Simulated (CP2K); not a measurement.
Crystal: GaP.

```xyz
4
Lattice="6.8110 0.0000 0.0000 5.7024 3.7245 0.0000 5.7024 1.6973 3.3153" Properties=species:S:1:pos:R:3 pbc="T T T"
Ga   10.2851    3.0613    1.8719
Ga    7.9306    2.3605    1.4434
P    17.1703    5.1107    3.1251
P     1.0454    0.3112    0.1903
```

Measurements of this composition are mostly on another form, of space group No. 216.

Base run:

* Program: CP2K 2026.2
* Functional: PBE
* Potentials or basis: POTENTIAL_UZH Ga GTH-PBE-q13, P GTH-PBE-q5; TZVP-MOLOPT-PBE-GTH basis
* Density cutoff: 9184 eV
* k mesh: 8 × 8 × 8
* Occupations: fermi-dirac, width 0.05 eV
* Spin: no spin polarisation

Its results: band gap on the k mesh 0.82 eV, indirect (least direct gap 1.13 eV); pressure 0.4 GPa; largest force 0.059 eV/Å.

Task: The run is repeated on the same cell with these changes: functional from PBE to MS2. What comes out?

Result: Band gap on the k mesh 1.21 eV, indirect (least direct gap 1.58 eV); pressure -2.4 GPa; largest force 0.122 eV/Å.

MS2 gives the wider gap, since meta-GGAs in the generalised Kohn-Sham scheme recover part of the derivative discontinuity.

Caveats: the basis of atomic orbitals isn't converged, which shifts pressures, moduli and gaps; the potentials were made for another functional, which shifts forces and pressure (some runs).

A k mesh can miss the band edges.
